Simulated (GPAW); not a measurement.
# CdTe: single point with PBE

**The experiment to reproduce.**

From a printed reference work, data compilation, for a bulk crystal of CdTe at 0 K: band gap 1.607 eV.

CdTe:

```xyz
2
Lattice="0.0000 3.2050 3.2050 3.2050 0.0000 3.2050 3.2050 3.2050 0.0000" Properties=species:S:1:pos:R:3 pbc="T T T"
Te    4.8075    4.8075    4.8075
Cd    0.0000    0.0000    0.0000
```

```
Program             : GPAW 26.7.0
Task                : single point
Functional          : PBE
Potentials or basis : GPAW PAW data sets (gpaw-data 1.2.1)
Cutoff              : 600 eV
Basis               : pw
k mesh              : 7 × 7 × 7
Occupations         : gaussian, width 0.013 eV
Spin                : no spin polarisation
Maxiter             : 150
```

```
Pressure               : 3.8 GPa
Band gap on the k mesh : 0.87 eV, direct
```

Levels at points of the mesh, in eV from the valence-band top:
```
           k point  band 6  band 7  band 8  band 9  band 10  band 11  band 12  band 13
(0.00, 0.00, 0.00)   -8.07    0.00    0.00    0.00     0.87     4.57     4.57     4.57
```

Wall time 13 s on 1 thread of Arm Neoverse V2, on a shared host, peak memory 0.17 GiB.

Measured gap of CdTe: 1.607 eV (0 K; a printed reference work, data compilation). This calculation gives 0.87 eV (-0.74 eV). Spin-orbit coupling on Cd, Te is left out. The value is that of PBE, without temperature or zero-point motion. Semilocal functionals fall short of measured gaps as a rule.

Caveat: spin-orbit coupling is left out, which moves the levels of the heavy elements.
